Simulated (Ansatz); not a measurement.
# ZnS: the cost of one run

Method: DFT PBE, scalar-relativistic, plane waves, PAW, in Ansatz 0.2.0.

2 further runs of the same task are left out: 2 set aside as unsound or not needed.

## 1. The system as given

Symmetry: F-43m, No. 216, cubic system. The conventional cell has a = 5.443 Å, b = 5.443 Å, c = 5.443 Å, α = 90.00°, β = 90.00°, γ = 90.00°. Around Zn (site symmetry -43m) lie 4 S at 2.36 Å. S (site symmetry -43m) has 4 Zn at 2.36 Å as nearest neighbours.

As a file:

```
Zn S
1.0
     0.00000    2.72156    2.72156
     2.72156    0.00000    2.72156
     2.72156    2.72156    0.00000
Zn S
1 1
Direct
  0.00000 0.00000 0.00000
  0.75000 0.75000 0.75000
```

It is the result of an earlier relaxation at this level (volume 20.16 Å³/atom; gap on the mesh: 2.02 eV).

## 2. Relaxing to 0.001 eV/Å

Response functions are second derivatives at a minimum, so forces and stress are first brought close to zero on the mesh and occupations that the response runs use.

Contents of input.yaml:

```yaml
crystal:
  lattice:
    - [0.0, 2.7215639847, 2.7215639847]
    - [2.7215639847, 0.0, 2.7215639847]
    - [2.7215639847, 2.7215639847, 0.0]
  atoms:
    - { symbol: Zn, position: [0.0, 0.0, 0.0] }
    - { symbol: S, position: [0.75, 0.75, 0.75] }
basis:
  ecutwfc: 420
kpoints:
  mp_grid: { grid: [10, 10, 10] }
hamiltonian:
  xc: pbe
scf:
  occupations: { method: fixed }
output:
  forces: true
  stress: true
  eigenvalues: true
relax:
  adjacent_minimum: "off"
  f_tol: 0.001
  max_steps: 60
  cell: { stress_tol: 0.01 }
```

On the command line:

```
$ ansatz run input.yaml --threads 1 --pin off --max-ram 3072MiB --backend cpu --events-out ev --progress --plain --runs-dir out
```

What time and memory should one allow on 1 thread of Arm Neoverse V1, shared host?

About 9 s, with a peak of 0.32 GiB.
